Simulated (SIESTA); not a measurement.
Crystal: NaCl.

```xyz
2
Lattice="0.0000 2.7941 2.7941 2.7941 0.0000 2.7941 2.7941 2.7941 0.0000" Properties=species:S:1:pos:R:3 pbc="T T T"
Cl    2.7941    2.7941    2.7941
Na    0.0000    0.0000    0.0000
```

The cell is a database's computed one.

Program: SIESTA 5.4.2. Alike in all runs: task band structure; no spin polarisation; cell as given; k mesh 8 × 8 × 8; smearing fermi-dirac 0.05 eV; grid cutoff 800 Ry; energy shift 0.003 Ry.

Task: Order these runs on this cell by their band gap on the k mesh, lowest first.
A. level AM05; potentials or basis PseudoDojo 0.4 standard (PBEsol files), DZP (energy shift 0.003 Ry; two zetas on semicore shells)
B. level LDA; potentials or basis PseudoDojo 0.4 standard (LDA files), DZP (energy shift 0.003 Ry; two zetas on semicore shells)
C. level PBEsol; potentials or basis PseudoDojo 0.4 standard (PBEsol files), DZP (energy shift 0.003 Ry; two zetas on semicore shells)

Result: B (4.91 eV), C (5.14 eV), A (5.30 eV).

Caveats: the basis of atomic orbitals isn't converged, which shifts pressures, moduli and gaps.

A k mesh can miss the band edges.

Not every run made on this cell is shown here.
